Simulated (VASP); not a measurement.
InAs, 2 atoms in the cell. The structure is cubic, space group F-43m (No. 216). Conventional cell: a = 6.090 Å, b = 6.090 Å, c = 6.090 Å, α = 90.00°, β = 90.00°, γ = 90.00°. Around In (site symmetry -43m) lie 4 As at 2.64 Å. As (site symmetry -43m) is surrounded by 4 In at 2.64 Å. 

- Program: VASP 6.6.1
- Task: single point
- Functional: PBEsol
- Potentials or basis: VASP PAW PBE potentials, release 64 (In_d, As)
- Cutoff: 520 eV
- k mesh: 6 × 6 × 6
- Occupations: fermi-dirac, width 0.02 eV
- Spin: no spin polarisation
- Dipole correction: no
- Further INCAR settings: ALGO = Normal; EDIFF = 1e-07; NBANDS = 16

Potentials or basis: VASP PAW PBE potentials, release 64 (In_d, As).

The run is started by

```sh
$ cat potpaw_PBE.64/In_d/POTCAR potpaw_PBE.64/As/POTCAR > POTCAR
$ mpirun -np 1 vasp_std > vasp.out
```

Hardware: 1 thread of Intel(R) Xeon(R) Platinum 8488C (Sapphire Rapids), on a shared host.

Q: How long does it take, and how much memory?

A: Wall time 25 s on 1 thread of Intel(R) Xeon(R) Platinum 8488C (Sapphire Rapids) (shared host), peak memory 0.18 GiB. Counts: scf iterations 14, k points 16.
